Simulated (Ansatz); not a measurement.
Hf:

```xyz
2
Lattice="3.1967 0.0000 0.0000 -1.5983 2.7684 0.0000 0.0000 0.0000 5.0578" Properties=species:S:1:pos:R:3 pbc="T T T"
Hf    1.5984    0.9228    3.7934
Hf    0.0000    1.8456    1.2645
```

```yaml
Program: Ansatz 0.2.0
Task: relaxation of cell and atoms
Functional: PBEsol
Potentials_or_basis: Ansatz PAW
Cutoff: "420 eV (not typed: the program's choice for these potentials)"
k_mesh: 10 × 10 × 5
Occupations: fermi-dirac, width 0.05 eV
Spin: no spin polarisation
```

At the start: volume 22.38 Å³/atom.

Q: How do energy, volume and symmetry change on relaxing?

A: It ends after 4 steps and the volume is 21.57 Å³/atom (-3.6 %); space group P6_3/mmc (No. 194, to 0.05 Å).

The path:
```tsv
step	energy change (eV)	largest force (eV/Å)	volume (Å³)
1	0.0000	0.0000	44.76
2	-0.0207	0.0000	43.25
3	-0.0208	0.0000	43.14
4	-0.0204	0.0000	43.14
```

Final structure:
```
CELL_PARAMETERS angstrom
3.15931 0.00000 0.00000
-1.57966 2.73604 0.00000
0.00000 0.00000 4.99075
ATOMIC_POSITIONS crystal
Hf 0.66667 0.33333 0.75000
Hf 0.33333 0.66667 0.25000
```

Caveat: the plane-wave basis is chosen anew once the cell has moved, so the energies of steps on either side of that aren't comparable; the PAW data sets come from PBE, with cores solved anew for the run's functional, which leaves a small shift of forces and pressure.
